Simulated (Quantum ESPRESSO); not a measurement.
# Sr (Fm-3m) in Quantum ESPRESSO: convergence with density cutoff

Aim: find how far density cutoff must go before the results for Sr settle, at PBE. This setting moves, with any that are tied to it; all else stays.

Program: Quantum ESPRESSO 7.5. These are calculated values, not measurements. Logs are shortened: lines on timing, memory, paths and dates and some standing lists are left out, and cuts for length are marked.

## 1. The crystal as given

It takes space group Fm-3m (No. 225, cubic). The conventional cell has a = 6.085 Å, b = 6.085 Å, c = 6.085 Å, α = 90.00°, β = 90.00°, γ = 90.00°. Sr (site symmetry m-3m) has 12 Sr at 4.30 Å as nearest neighbours.

## 2. With density cutoff 220 Ry

pw.in reads:

```
&CONTROL
  calculation = 'scf'
  prefix = 'pwscf'
  outdir = './tmp'
  pseudo_dir = './pseudo'
  tprnfor = .true.
  tstress = .true.
  disk_io = 'nowf'
/
&SYSTEM
  ibrav = 0
  nat = 1
  ntyp = 1
  ecutwfc = 55
  ecutrho = 220
  nbnd = 10
  occupations = 'smearing'
  smearing = 'gaussian'
  degauss = 0.00367493
/
&ELECTRONS
  conv_thr = 2d-10
  electron_maxstep = 120
  mixing_beta = 0.5
/
ATOMIC_SPECIES
Sr    87.6200 Sr_pbe_v1.uspp.F.UPF
CELL_PARAMETERS angstrom
   0.0000000000    3.0423500000    3.0423500000
   3.0423500000    0.0000000000    3.0423500000
   3.0423500000    3.0423500000    0.0000000000
ATOMIC_POSITIONS crystal
Sr     0.0000000000    0.0000000000    0.0000000000
K_POINTS automatic
8 8 8 0 0 0
```

Potentials or basis: SSSP 1.3 efficiency PBE.

Started as:

```sh
$ OMP_NUM_THREADS=1 pw.x -in pw.in > pw.out
```

pw.out:

```text
This program is part of the open-source Quantum ESPRESSO suite
     for quantum simulation of materials; please cite
         "P. Giannozzi et al., J. Phys.:Condens. Matter 21 395502 (2009);
         "P. Giannozzi et al., J. Phys.:Condens. Matter 29 465901 (2017);
         "P. Giannozzi et al., J. Chem. Phys. 152 154105 (2020);
     in publications or presentations arising from this work. More details at

     Message from routine setup:
     using ibrav=0 with symmetry is DISCOURAGED, use correct ibrav instead

     G-vector sticks info
     --------------------
     sticks:   dense  smooth     PW     G-vecs:    dense   smooth      PW
     Sum        1003    1003    301                20875    20875    3479

     Using Slab Decomposition

     bravais-lattice index     =            0
     lattice parameter (alat)  =       8.1306  a.u.
     unit-cell volume          =     380.0617 (a.u.)^3
     number of atoms/cell      =            1
     number of atomic types    =            1
     number of electrons       =        10.00
     number of Kohn-Sham states=           10
     kinetic-energy cutoff     =      55.0000  Ry
     charge density cutoff     =     220.0000  Ry
     scf convergence threshold =      2.0E-10
     mixing beta               =       0.5000
     number of iterations used =            8  plain     mixing
     Exchange-correlation= SLA  PW   PBE  PBE
                           (   1   4   3   4   0   0   0)

     celldm(1)=   8.130608  celldm(2)=   0.000000  celldm(3)=   0.000000
     celldm(4)=   0.000000  celldm(5)=   0.000000  celldm(6)=   0.000000

     crystal axes: (cart. coord. in units of alat)
               a(1) = (   0.000000   0.707107   0.707107 )
               a(2) = (   0.707107   0.000000   0.707107 )
               a(3) = (   0.707107   0.707107   0.000000 )

     reciprocal axes: (cart. coord. in units 2 pi/alat)
               b(1) = ( -0.707107  0.707107  0.707107 )
               b(2) = (  0.707107 -0.707107  0.707107 )
               b(3) = (  0.707107  0.707107 -0.707107 )

     PseudoPot. # 1 for Sr read from file:
     Sr_pbe_v1.uspp.F.UPF
     Pseudo is Ultrasoft + core correction, Zval = 10.0
     Generated by new atomic code, or converted to UPF format
[... 57 lines left out ...]

     starting charge       9.9663, renormalised to      10.0000

     negative rho (up, down):  6.403E-02 0.000E+00
     Starting wfcs are   13 randomized atomic wfcs

     Self-consistent Calculation

     iteration #  1     ecut=    55.00 Ry     beta= 0.50
     Davidson diagonalization with overlap
     ethr =  1.00E-02,  avg # of iterations =  2.3

     Threshold (ethr) on eigenvalues was too large:
     Diagonalizing with lowered threshold

     Davidson diagonalization with overlap
     ethr =  2.02E-04,  avg # of iterations =  2.6

     negative rho (up, down):  6.473E-02 0.000E+00
[... 58 lines left out ...]
     iteration #  8     ecut=    55.00 Ry     beta= 0.50
     Davidson diagonalization with overlap
     ethr =  6.69E-12,  avg # of iterations =  3.4

     negative rho (up, down):  6.654E-02 0.000E+00

     End of self-consistent calculation

          k = 0.0000 0.0000 0.0000 (  2685 PWs)   bands (ev):

   -31.6604 -13.5535 -13.5535 -13.5535   1.3738   7.3096   7.3096   7.3096
     8.7391   8.7391
[... 93 lines left out ...]
   -31.6443 -13.6935 -13.6576 -13.6057   4.9052   5.2191   5.7879   8.3466
     8.7381   9.5718

          k =-0.7071 0.0000 0.0000 (  2586 PWs)   bands (ev):

   -31.6439 -13.7227 -13.6193 -13.6193   4.3708   5.3542   5.9755   9.7591
    10.0483  10.0484

          k = 0.3536 0.1768 0.0000 (  2617 PWs)   bands (ev):
[... 26 lines left out ...]
   -31.6451 -13.6824 -13.6590 -13.6008   4.6241   5.5847   5.6641   7.7200
     9.2078   9.4257

          k =-0.7071 0.1768-0.0000 (  2610 PWs)   bands (ev):

   -31.6439 -13.7077 -13.6346 -13.6201   4.6504   5.4170   5.8495   8.1763
    10.0509  10.1837

          k =-0.7071 0.3536 0.0000 (  2608 PWs)   bands (ev):

   -31.6439 -13.6713 -13.6713 -13.6209   5.0655   5.6029   5.6029   7.1695
    10.0534  10.2091

     the Fermi energy is     4.9648 ev

!    total energy              =     -70.14566977 Ry
     estimated scf accuracy    <          9.7E-11 Ry
     smearing contrib. (-TS)   =      -0.00009744 Ry
     internal energy E=F+TS    =     -70.14557233 Ry

     The total energy is F=E-TS. E is the sum of the following terms:
     one-electron contribution =     -26.13255528 Ry
     hartree contribution      =      13.98184992 Ry
     xc contribution           =     -18.12101075 Ry
     ewald contribution        =     -39.87385622 Ry

     convergence has been achieved in   8 iterations

     negative rho (up, down):  6.654E-02 0.000E+00

     Forces acting on atoms (cartesian axes, Ry/au):

     atom    1 type  1   force =     0.00000000    0.00000000    0.00000000

     Total force =     0.000000     Total SCF correction =     0.000000

     Computing stress (Cartesian axis) and pressure

     negative rho (up, down):  6.654E-02 0.000E+00
          total   stress  (Ry/bohr**3)                   (kbar)     P=       -3.70
  -0.00002517   0.00000000   0.00000000           -3.70        0.00        0.00
   0.00000000  -0.00002517   0.00000000            0.00       -3.70        0.00
   0.00000000  -0.00000000  -0.00002517            0.00       -0.00       -3.70

=------------------------------------------------------------------------------=
   JOB DONE.
=------------------------------------------------------------------------------=
```

Wall time 13 s (1 thread of Arm Neoverse V1, shared host); peak memory 0.11 GiB.

What came out:

* Free energy: -954.3805 eV
* Pressure: -0.4 GPa
* Band gap on the k mesh: none (metal or under the smearing width)

## 3. With density cutoff 275 Ry

pw.in, as its differences from that of step 2:

```diff
@@ -14,3 +14,3 @@
   ecutwfc = 55
-  ecutrho = 220
+  ecutrho = 275
   nbnd = 10
```

Potentials or basis: SSSP 1.3 efficiency PBE.

Started as:

```sh
$ OMP_NUM_THREADS=1 pw.x -in pw.in > pw.out
```

Wall time 14 s (1 thread of Arm Neoverse V1, shared host); peak memory 0.14 GiB.

What came out:

```yaml
Free_energy: -954.3804 eV
Pressure: -0.4 GPa
Band_gap_on_the_k_mesh: none (metal or under the smearing width)
```

## 4. With density cutoff 330 Ry

pw.in, as its differences from that of step 3:

```diff
@@ -14,3 +14,3 @@
   ecutwfc = 55
-  ecutrho = 275
+  ecutrho = 330
   nbnd = 10
```

Started as:

```sh
$ OMP_NUM_THREADS=1 pw.x -in pw.in > pw.out
```

It took 15 s on 1 thread of Arm Neoverse V1, shared host; peak memory 0.17 GiB.

Results:

* Free energy: -954.3804 eV
* Pressure: -0.4 GPa
* Band gap on the k mesh: none (metal or under the smearing width)

## 5. With density cutoff 385 Ry

pw.in, as its differences from that of step 4:

```diff
@@ -14,3 +14,3 @@
   ecutwfc = 55
-  ecutrho = 330
+  ecutrho = 385
   nbnd = 10
```

Started as:

```sh
$ OMP_NUM_THREADS=1 pw.x -in pw.in > pw.out
```

Run time: 16 s. Hardware: 1 thread of Arm Neoverse V1, shared host; peak memory 0.21 GiB.

Results:

```
Free energy            : -954.3804 eV
Pressure               : -0.4 GPa
Band gap on the k mesh : none (metal or under the smearing width)
```

## 6. With density cutoff 440 Ry

pw.in, as its differences from that of step 5:

```diff
@@ -14,3 +14,3 @@
   ecutwfc = 55
-  ecutrho = 385
+  ecutrho = 440
   nbnd = 10
```

Potentials or basis: SSSP 1.3 efficiency PBE.

Started as:

```sh
$ OMP_NUM_THREADS=1 pw.x -in pw.in > pw.out
```

Wall time 17 s (1 thread of Arm Neoverse V1, shared host); peak memory 0.24 GiB.

The run converged. Its results:

| Quantity | Value |
| --- | --- |
| Free energy | -954.3804 eV |
| Pressure | -0.4 GPa |
| Band gap on the k mesh | none (metal or under the smearing width) |

## 7. With density cutoff 550 Ry

pw.in, as its differences from that of step 6:

```diff
@@ -14,3 +14,3 @@
   ecutwfc = 55
-  ecutrho = 440
+  ecutrho = 550
   nbnd = 10
```

Started as:

```sh
$ OMP_NUM_THREADS=1 pw.x -in pw.in > pw.out
```

It took 20 s on 1 thread of Arm Neoverse V1, shared host; peak memory 0.33 GiB.

The run converged. Its results:

```
Free energy            : -954.3804 eV
Pressure               : -0.4 GPa
Band gap on the k mesh : none (metal or under the smearing width)
```

## 8. With density cutoff 660 Ry

pw.in, as its differences from that of step 7:

```diff
@@ -14,3 +14,3 @@
   ecutwfc = 55
-  ecutrho = 550
+  ecutrho = 660
   nbnd = 10
```

Started as:

```sh
$ OMP_NUM_THREADS=1 pw.x -in pw.in > pw.out
```

Wall time 23 s (1 thread of Arm Neoverse V1, shared host); peak memory 0.42 GiB.

It converged, with:

- Free energy: -954.3804 eV
- Pressure: -0.4 GPa
- Band gap on the k mesh: none (metal or under the smearing width)

## 9. With density cutoff 880 Ry

pw.in, as its differences from that of step 8:

```diff
@@ -14,3 +14,3 @@
   ecutwfc = 55
-  ecutrho = 660
+  ecutrho = 880
   nbnd = 10
```

Potentials or basis: SSSP 1.3 efficiency PBE.

Started as:

```sh
$ OMP_NUM_THREADS=1 pw.x -in pw.in > pw.out
```

Run time: 29 s. Hardware: 1 thread of Arm Neoverse V1, shared host; peak memory 0.63 GiB.

The run converged. Its results:

| Quantity | Value |
| --- | --- |
| Free energy | -954.3804 eV |
| Pressure | -0.4 GPa |
| Band gap on the k mesh | none (metal or under the smearing width) |

## 10. Result

```csv
density cutoff,"energy less the tightest run, at zero smearing (meV/atom)",SCF cycles,CPU time (s),peak memory (GiB)
220 Ry,-0.10,8,13,0.11
275 Ry,0.00,8,14,0.14
330 Ry,-0.06,8,15,0.17
385 Ry,-0.01,8,16,0.21
440 Ry,-0.02,8,17,0.24
550 Ry,-0.01,8,20,0.33
660 Ry,0.00,8,23,0.42
880 Ry,0.00,8,29,0.63
```

Against the tightest run, the energy stays within 1 meV/atom from 220 Ry on. The tightest run that finished is the yardstick and may itself not be fully converged.
